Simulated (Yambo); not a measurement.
A run of Yambo 5.3.0 is set up as follows.

optics6.in

```
optics
chi
Chimod= "IP"
% BndsRnXd
 1 | 45 |
%
% LongDrXd
 1 | 0 | 0 |
%
% QpntsRXd
 1 | 1 |
%
% EnRngeXd
 0 | 15 | eV
%
% DmRngeXd
 0.05 | 0.05 | eV
%
ETStpsXd= 200
```

File scf.in:

```
&CONTROL
  calculation = 'scf'
  prefix = 'pwscf'
  outdir = './tmp'
  pseudo_dir = './pseudo'
/
&SYSTEM
  ibrav = 0
  nat = 2
  ntyp = 2
  ecutwfc = 88
  nbnd = 10
  occupations = 'smearing'
  smearing = 'fd'
  degauss = 0.00367493
  force_symmorphic = .true.
/
&ELECTRONS
  conv_thr = 4d-10
  electron_maxstep = 120
  mixing_beta = 0.5
/
ATOMIC_SPECIES
S     32.0600 S.upf
Be     9.0122 Be.upf
CELL_PARAMETERS angstrom
   0.0000000000    2.4250000000    2.4250000000
   2.4250000000    0.0000000000    2.4250000000
   2.4250000000    2.4250000000    0.0000000000
ATOMIC_POSITIONS crystal
S      0.7500000000    0.7500000000    0.7500000000
Be     0.0000000000    0.0000000000    0.0000000000
K_POINTS automatic
10 10 10 0 0 0
```

Contents of nscf.in:

```
&CONTROL
  calculation = 'nscf'
  prefix = 'pwscf'
  outdir = './tmp'
  pseudo_dir = './pseudo'
/
&SYSTEM
  ibrav = 0
  nat = 2
  ntyp = 2
  ecutwfc = 88
  nbnd = 155
  occupations = 'fixed'
  force_symmorphic = .true.
/
&ELECTRONS
  conv_thr = 1d-08
  diago_full_acc = .true.
  diago_thr_init = 1d-06
/
ATOMIC_SPECIES
S     32.0600 S.upf
Be     9.0122 Be.upf
CELL_PARAMETERS angstrom
   0.0000000000    2.4250000000    2.4250000000
   2.4250000000    0.0000000000    2.4250000000
   2.4250000000    2.4250000000    0.0000000000
ATOMIC_POSITIONS crystal
S      0.7500000000    0.7500000000    0.7500000000
Be     0.0000000000    0.0000000000    0.0000000000
K_POINTS automatic
6 6 6 0 0 0
```

Potentials or basis: PseudoDojo 0.4.1 SR PBEsol standard.

The run is started by

```bash
$ OMP_NUM_THREADS=1 pw.x -in scf.in > scf.out
$ OMP_NUM_THREADS=1 pw.x -in nscf.in > nscf.out
$ cd tmp/pwscf.save; p2y; mv SAVE ../..; cd ../..
$ OMP_NUM_THREADS=1 yambo
$ OMP_NUM_THREADS=1 yambo -F optics6.in -J optics6 -C optics6_out
```

Problem. Estimate the electronic dielectric constant along the field.

Solution. 6.05.

Problem. Estimate the band gap on the k mesh, mean-field level.

Solution. 2.93 eV, indirect (least direct gap 5.60 eV).

Dielectric function (along the field direction of the input):
| energy (eV) | real part | imaginary part |
| --- | --- | --- |
| 0.30 | 6.06 | 0.03 |
| 0.75 | 6.11 | 0.04 |
| 1.28 | 6.22 | 0.04 |
| 1.81 | 6.40 | 0.04 |
| 2.26 | 6.61 | 0.05 |
| 2.79 | 6.97 | 0.06 |
| 3.32 | 7.48 | 0.07 |
| 3.84 | 8.24 | 0.10 |
| 4.30 | 9.21 | 0.15 |
| 4.82 | 11.16 | 0.27 |
| 5.35 | 16.18 | 1.00 |
| 5.80 | 19.12 | 22.40 |
| 6.33 | 7.27 | 16.16 |
| 6.86 | -4.36 | 31.38 |
| 7.39 | 3.83 | 15.62 |
| 7.84 | -3.19 | 1.88 |
| 8.37 | 7.11 | 7.31 |
| 8.89 | -6.75 | 7.35 |
| 9.42 | -1.37 | 10.22 |
| 9.87 | -7.01 | 6.26 |
| 10.40 | -5.47 | 0.76 |
| 10.93 | -4.02 | 2.18 |
| 11.38 | -3.36 | 2.18 |
| 11.91 | -1.95 | 1.92 |
| 12.44 | -1.03 | 0.85 |
| 12.96 | -1.23 | 0.97 |
| 13.42 | -1.01 | 0.67 |
| 13.94 | -0.68 | 1.33 |
| 14.47 | -0.78 | 0.61 |
| 15.00 | 0.32 | 1.41 |

Caveat: spectra need much finer meshes, so this one isn't converged; independent-particle spectra lack excitons. A k mesh can miss the band edges.
